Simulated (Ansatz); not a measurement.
# MnO: the cost of one run

Method: DFT PBE, scalar-relativistic, in Ansatz 0.2.0.

### 1 Starting point

It takes space group Fm-3m (No. 225, cubic). The conventional cell has a = 4.444 Å, b = 4.444 Å, c = 4.444 Å, α = 90.00°, β = 90.00°, γ = 90.00°. Around Mn (site symmetry m-3m) lie 6 O at 2.22 Å. O (site symmetry m-3m) has 6 Mn at 2.22 Å as nearest neighbours.

Coordinates:

```
CELL_PARAMETERS angstrom
0.00000 2.22200 2.22200
2.22200 0.00000 2.22200
2.22200 2.22200 0.00000
ATOMIC_POSITIONS crystal
Mn 0.00000 0.00000 0.00000
O 0.50000 0.50000 0.50000
```

Atoms are numbered in the order of the input: Mn1, O2.

### 2 The deformed structure

Space group Fm-3m before, I4/mmm after.

### 3 LAPW, all electrons

input.yaml

```yaml
crystal:
  lattice:
    - [0.0, 2.222, 2.19978]
    - [2.222, 0.0, 2.19978]
    - [2.222, 2.222, 0.0]
  atoms:
    - { symbol: Mn, position: [0.0, 0.0, 0.0], spin: 4.0 }
    - { symbol: O, position: [0.5, 0.5, 0.5] }
magnetization:
  spin_polarized: true
kpoints:
  mp_grid: { grid: [16, 16, 16] }
  band_path:
    path:
      - [0.0, 0.0, 0.0]
      - [0.0, 0.5, 0.5]
      - [0.25, 0.75, 0.5]
      - [0.0, 0.5, 0.0]
      - [0.0, 0.0, 0.0]
      - [0.5, 0.5, 0.0]
      - [0.3775380063, 0.6224619937, 0.0]
      - [-0.3775380063, 0.3775380063, 0.0]
      - [0.0, 0.0, 0.0]
    npoints: 5
scf:
  occupations: { method: fermi_dirac, width: 0.05 }
hamiltonian:
  xc: pbe
  pseudopotentials: { kind: all_electron, lapw: { basis_error: 0.00025 } }
output:
  forces: true
  stress: true
  eigenvalues: true
```

Started as:

```bash
> ansatz run input.yaml --threads 1 --pin off --max-ram 3072MiB --backend cpu --events-out ev --progress --plain --runs-dir out
```

Q: Estimate wall time and peak memory on 1 thread of Arm Neoverse V2, shared host.

About 2.4 min, with a peak of 1.3 GiB.
